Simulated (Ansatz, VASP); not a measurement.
GaN: VASP beside Ansatz

INCAR

```
SYSTEM = GaN
PREC = Accurate ; ENCUT = 520
EDIFF = 1E-7 ; ISMEAR = 0
SIGMA = 0.01 ; LREAL = .False.
LASPH = .True. ; NELM = 100
ALGO = Normal ; ISIF = 2
LWAVE = .False. ; LCHARG = .False.
GGA = PS ; NBANDS = 16
```

The input KPOINTS:

```
regular mesh
0
Gamma
  4 4 4
  0 0 0
```

File POSCAR:

```
GaN
1.0
    0.0000000000      2.2535000000      2.2535000000
    2.2535000000      0.0000000000      2.2535000000
    2.2535000000      2.2535000000      0.0000000000
Ga N
1 1
Direct
    0.0000000000      0.0000000000      0.0000000000
    0.7500000000      0.7500000000      0.7500000000
```

Input for Ansatz:

```yaml
crystal:
  lattice:
    - [0.0, 2.2535, 2.2535]
    - [2.2535, 0.0, 2.2535]
    - [2.2535, 2.2535, 0.0]
  atoms:
    - { symbol: Ga, position: [0.0, 0.0, 0.0] }
    - { symbol: "N", position: [0.75, 0.75, 0.75] }
kpoints:
  mp_grid:
    grid: [4, 4, 4]
hamiltonian:
  xc: pbesol
scf:
  occupations:
    method: fixed
output:
  eigenvalues: true
```

The cell is a database's computed one.

Alike in both runs: task single point; functional PBEsol; k mesh 4 × 4 × 4; no spin polarisation.

|  | VASP | Ansatz |
| --- | --- | --- |
| version | VASP 6.6.1 | Ansatz 0.2.0 |
| potentials or method | VASP PAW PBE potentials, release 64 (Ga_d, N) | plane waves, PAW |
| plane-wave cutoff (eV) | 520 | 420 |
| occupations | gaussian, width 0.01 eV | fixed |
| valence electrons in the cell | 18 | 18 |

```csv
,VASP,Ansatz,Ansatz less VASP
gap on the k mesh at the Fermi level (eV),1.66,1.64,-0.018
```

Caveats: the k mesh is coarse (spacing up to 0.60 Å⁻¹), so the values aren't converged. A hybrid or GW would open this gap; PBEsol tends to underestimate it.
